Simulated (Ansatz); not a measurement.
An Al vacancy and a N vacancy, 1.90 Å apart on the ideal sites in wurtzite AlN, 94 atoms, charge 0

All numbers come from Ansatz (PAW, plane waves, no spin–orbit coupling) at the single k point (¼, ¼, ¼) without its symmetry partners. The atoms were relaxed with PBEsol in a fixed cell; other functionals are single points on those atoms unless said otherwise. The valence top and gap of the host come from its small cell on a dense mesh, with the band extrema sought between the mesh points, lined up by the mean potential, PBEsol gap 4.09 eV, HSE06 gap 5.54 eV, r²SCAN gap 4.82 eV.

Cell: a = 9.341 Å, b = 10.787 Å, c = 9.967 Å, α = 90.00°, β = 90.00°, γ = 90.00°.

Nearest atoms after relaxation, from the placed atom (for vacancies from the middle of the vacant sites): N at 2.47 Å, N at 2.47 Å, N at 2.48 Å, Al at 2.61 Å, Al at 2.61 Å, Al at 2.63 Å, Al at 3.24 Å, Al at 3.24 Å.

Chemical potentials μ are those of reference phases of the elements at zero temperature by the same functional (the usual solids, diamond for C, grey Sn, and the molecules H2, N2, O2, F2, Cl2, Br2 and S8).

| functional | E(defect) − E(host) − Σ nμ + q·E_VBM (eV) | monopole (eV) | alignment (eV) | formation energy at E_F = VBM (eV) | moment (μB) | wall time, shared host |
| --- | --- | --- | --- | --- | --- | --- |
| PBEsol | 11.03 | 0.00 | 0.00 | 11.03 | 0 (no spin) | 18 s on NVIDIA H100 (relaxation) |
| HSE06 | 11.52 | 0.00 | 0.00 | 11.52 | 0 (no spin) | 36 s on NVIDIA H100 |
| r²SCAN | 11.71 | 0.00 | 0.00 | 11.71 | 0 (no spin) | 12 s on NVIDIA H100 |

HSE06 one-electron levels near the gap (the ten most localised at most), from the host's valence top:

```csv
level (eV),spin,filling,atoms sharing it,element of the atom with most weight
-0.29,both,2.00,16.9,N
-0.20,both,2.00,20.1,N
-0.13,both,2.00,24.9,N
-0.11,both,2.00,23.8,N
0.42,both,2.00,7.9,N
1.23,both,2.00,5.1,N
1.43,both,2.00,5.2,N
2.63,both,0.00,8.6,Al
5.70,both,0.00,10.1,Al
5.78,both,0.00,10.6,Al
```

r²SCAN one-electron levels near the gap (the ten most localised at most), from the host's valence top:

| level (eV) | spin | filling | atoms sharing it | element of the atom with most weight |
| --- | --- | --- | --- | --- |
| -0.26 | both | 2.00 | 14.3 | N |
| -0.25 | both | 2.00 | 15.2 | N |
| -0.17 | both | 2.00 | 17.7 | N |
| -0.08 | both | 2.00 | 21.9 | N |
| 0.43 | both | 2.00 | 8.0 | N |
| 1.22 | both | 2.00 | 5.0 | N |
| 1.41 | both | 2.00 | 5.2 | N |
| 2.01 | both | 0.00 | 9.2 | Al |
| 5.00 | both | 0.00 | 9.8 | Al |
| 5.08 | both | 0.00 | 10.2 | Al |

The runs had no spin polarisation though PBEsol leaves holes or close levels at the Fermi level; a state of higher spin may be lower.

All elements are taken at their own reference at once; growth conditions in equilibrium with the host shift these energies, by up to the host's formation enthalpy.

One k point and a cell of this size can leave errors of several tenths of an eV in such numbers.
